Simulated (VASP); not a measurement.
Input of a VASP 6.6.1 run:

The input INCAR:

```
SYSTEM = GaS
PREC = Accurate ; ENCUT = 600
EDIFF = 1E-7 ; ISMEAR = 0
SIGMA = 0.03 ; LREAL = .FALSE.
LASPH = .TRUE. ; NELM = 80
ALGO = Normal ; ISIF = 3
LWAVE = .FALSE. ; LCHARG = .FALSE.
GGA = PE ; IVDW = 12
IBRION = 2 ; NSW = 90
EDIFFG = -0.005 ; KPAR = 2
```

KPOINTS

```
regular mesh
0
G
  9 9 2
  0 0 0
```

The input POSCAR:

```
GaS                                     
1.0
    3.5881281483     -0.0000000000     -0.0000000000
   -1.7940640742      3.1074101285      0.0000000000
   -0.0000000000     -0.0000000000     15.4225057254
  Ga              S             
     4     4
Direct
     0.3333333332999970    0.6666666667000030    0.1706235578836870
     0.6666666667000030    0.3333333332999970    0.6706235578836870
     0.3333333332999970    0.6666666667000030    0.3293764421163130
     0.6666666667000030    0.3333333332999970    0.8293764421163130
     0.3333333332999970    0.6666666667000030    0.5999385165972416
     0.6666666667000030    0.3333333332999970    0.0999385165972416
     0.3333333332999970    0.6666666667000030    0.9000614834027584
     0.6666666667000030    0.3333333332999970    0.4000614834027584
```

Potentials or basis: VASP PAW PBE potentials, release 64 (Ga_d, S).

The run is started by

```sh
$ cat potpaw_PBE.64/Ga_d/POTCAR potpaw_PBE.64/S/POTCAR > POTCAR
$ mpirun -np 2 vasp_std > vasp.out
```

(1) Predict the dispersion energy per atom.

(2) What does it give for the band gap on the k mesh?

Answers

(1) -0.274 eV.

(2) 1.57 eV, indirect (least direct gap 1.67 eV).

Caveat: an odd mesh through Γ misses points on the zone boundary, where band edges often lie.
